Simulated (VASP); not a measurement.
CdTe: band structure with r2SCAN

**Experimental background.**

From a printed reference work, data compilation, for a bulk crystal of CdTe at 0 K: band gap 1.607 eV.

Crystal: CdTe.

```xyz
2
Lattice="0.0000 3.2050 3.2050 3.2050 0.0000 3.2050 3.2050 3.2050 0.0000" Properties=species:S:1:pos:R:3 pbc="T T T"
Te    4.8075    4.8075    4.8075
Cd    0.0000    0.0000    0.0000
```

- Program: VASP 6.6.1
- Task: band structure
- Functional: r2SCAN
- Potentials or basis: VASP PAW PBE potentials, release 64 (Te, Cd)
- Cutoff: 520 eV
- k mesh: 8 × 8 × 8
- Occupations: gaussian, width 0.02 eV
- Spin: no spin polarisation
- Ladder: gaps
- Further INCAR settings: ALGO = Normal; EDIFF = 1e-06; NBANDS = 16

```json
{
  "Pressure": "3.4 GPa",
  "Band gap on the k mesh": "1.38 eV, direct",
  "Band gap along the path": "1.38 eV, direct"
}
```

Levels at the corners of the path, in eV from the valence-band top:
| point | band 6 | band 7 | band 8 | band 9 | band 10 | band 11 | band 12 | band 13 |
| --- | --- | --- | --- | --- | --- | --- | --- | --- |
| Γ | -8.37 | 0.00 | 0.00 | 0.00 | 1.38 | 5.00 | 5.00 | 5.00 |
| X | -7.80 | -4.53 | -2.03 | -2.03 | 2.80 | 2.97 | 9.67 | 9.99 |
| X | -7.80 | -4.53 | -2.03 | -2.03 | 2.80 | 2.97 | 9.67 | 9.99 |
| W | -7.71 | -4.39 | -2.53 | -2.39 | 4.79 | 4.94 | 6.13 | 6.68 |
| W | -7.71 | -4.39 | -2.53 | -2.39 | 4.79 | 4.94 | 6.13 | 6.68 |
| K | -7.75 | -4.42 | -2.78 | -1.68 | 3.19 | 4.92 | 7.91 | 8.05 |
| K | -7.75 | -4.42 | -2.78 | -1.68 | 3.19 | 4.92 | 7.91 | 8.05 |
| Γ | -8.37 | 0.00 | 0.00 | 0.00 | 1.38 | 5.00 | 5.00 | 5.00 |
| Γ | -8.37 | 0.00 | 0.00 | 0.00 | 1.38 | 5.00 | 5.00 | 5.00 |
| L | -7.97 | -4.70 | -0.84 | -0.84 | 2.27 | 5.57 | 5.57 | 7.44 |
| L | -7.97 | -4.70 | -0.84 | -0.84 | 2.27 | 5.57 | 5.57 | 7.44 |
| U | -7.75 | -4.42 | -2.78 | -1.68 | 3.19 | 4.92 | 7.91 | 8.05 |
| U | -7.75 | -4.42 | -2.78 | -1.68 | 3.19 | 4.92 | 7.91 | 8.05 |
| W | -7.71 | -4.39 | -2.53 | -2.39 | 4.79 | 4.94 | 6.13 | 6.68 |
| W | -7.71 | -4.39 | -2.53 | -2.39 | 4.79 | 4.94 | 6.13 | 6.68 |
| L | -7.97 | -4.70 | -0.84 | -0.84 | 2.27 | 5.57 | 5.57 | 7.44 |
| L | -7.97 | -4.70 | -0.84 | -0.84 | 2.27 | 5.57 | 5.57 | 7.44 |
| K | -7.75 | -4.42 | -2.78 | -1.68 | 3.19 | 4.92 | 7.91 | 8.05 |
| U | -7.75 | -4.42 | -2.78 | -1.68 | 3.19 | 4.92 | 7.91 | 8.05 |
| X | -7.80 | -4.53 | -2.03 | -2.03 | 2.80 | 2.97 | 9.67 | 9.99 |

Run time: 6.2 min on 1 thread of AMD EPYC 9R45 (Zen 5), on a shared host, peak memory 0.19 GiB.

A measured gap of CdTe is 1.607 eV (0 K; a printed reference work, data compilation); the calculated 1.38 eV misses it by -0.22 eV. Spin-orbit coupling on Cd, Te is left out. The value is that of r2SCAN, without temperature or zero-point motion.

Caveat: the PAW data sets were made with another functional, which shifts forces and pressure a little; spin-orbit coupling is left out, which moves the levels of the heavy elements.
